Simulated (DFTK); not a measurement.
The system is HfO2.

```
Hf O
1.0
     0.00000    2.55750    2.55750
     2.55750    0.00000    2.55750
     2.55750    2.55750    0.00000
Hf O
1 2
Cartesian
  0.0000 0.0000 0.0000
  3.8363 3.8363 3.8363
  1.2788 1.2788 1.2788
```

Measurements of this composition are mostly on another form, of space group No. 14.

```yaml
Program: DFTK 0.8.2
Task: relaxation of cell and atoms
Functional: PBE
Potentials_or_basis: dojo.nc.sr.pbe.v0_4_1.standard.upf (PBE)
Cutoff: 1306 eV
k_mesh: 6 × 6 × 6
Occupations: fermi-dirac, width 0.05 eV
Spin: no spin polarisation
```

At the start: pressure -4.8 GPa; volume 11.15 Å³/atom.

Problem. Where does the relaxation end?

Solution. Over 3 steps the energy falls by 3.4 meV/atom and the volume is 10.93 Å³/atom (-2.0 %); space group Fm-3m (No. 225, to 0.05 Å).

Step by step:
| step | energy change (eV) | largest force (eV/Å) | pressure (GPa) | volume (Å³) |
| --- | --- | --- | --- | --- |
| 1 | 0.0000 | 0.0000 | -4.77 | 33.46 |
| 2 | -0.0090 | 0.0000 | -1.59 | 33.00 |
| 3 | -0.0101 | 0.0000 | 0.05 | 32.78 |

Final structure:
```cif
data_structure
_symmetry_space_group_name_H-M 'P 1'
_symmetry_Int_Tables_number 1
_cell_length_a 3.5924
_cell_length_b 3.5924
_cell_length_c 3.5924
_cell_angle_alpha 60.000
_cell_angle_beta 60.000
_cell_angle_gamma 60.000
_cell_volume 32.78
loop_
_atom_site_label
_atom_site_type_symbol
_atom_site_fract_x
_atom_site_fract_y
_atom_site_fract_z
_atom_site_occupancy
Hf1 Hf 0.00000 0.00000 0.00000 1
O1 O 0.75000 0.75000 0.75000 1
O2 O 0.25000 0.25000 0.25000 1
```
